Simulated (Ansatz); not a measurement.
**Pd under changes of volume**

One of the cells (15.547 Å³/atom); the others are scaled copies at fixed shape and fractional positions:

```
Pd
1.0
    -1.57228    1.57228    1.57228
     1.57228   -1.57228    1.57228
     1.57228    1.57228   -1.57228
Pd
1
Direct
  0.00000 0.00000 0.00000
```

This isn't the form of Pd at room conditions, which is fcc.

* Program: Ansatz 0.2.0
* Functional: HSE06
* Potentials or basis: Ansatz PAW
* Cutoff: 420 eV (not typed: the program's choice for these potentials)
* k mesh: 8 × 8 × 8
* Occupations: fermi-dirac, width 0.05 eV
* Spin: no spin polarisation

```csv
volume (Å³/atom),energy over the lowest point (meV/atom),pressure (GPa)
14.614,?,?
14.925,0.00,1.3
15.236,0.94,-2.0
15.547,7.32,-4.7
15.858,18.56,-7.2
16.169,34.42,-9.4
16.480,54.30,-11.3
```

Problem. What does the run at 14.614 Å³/atom give?

Solution. Energy over the lowest point 5.97 meV/atom; pressure 5.2 GPa.

Worked out: A Birch-Murnaghan fit of order 3 (a polynomial in V^(-2/3)) to the other rows has its minimum at 15.03 Å³/atom with B0 = V·E''(V) = 143 GPa and B' = 3.5. It gives 4.99 meV/atom at 14.614 Å³/atom, against the run's 5.97, and -dE/dV = 4.2 GPa, against 5.2.

Energies are extrapolated to zero smearing.

Caveats: some runs use coarse meshes; the PAW data sets come from PBE, with cores solved anew for the run's functional, which leaves a small shift of forces and pressure; the thresholds are loose for stress.
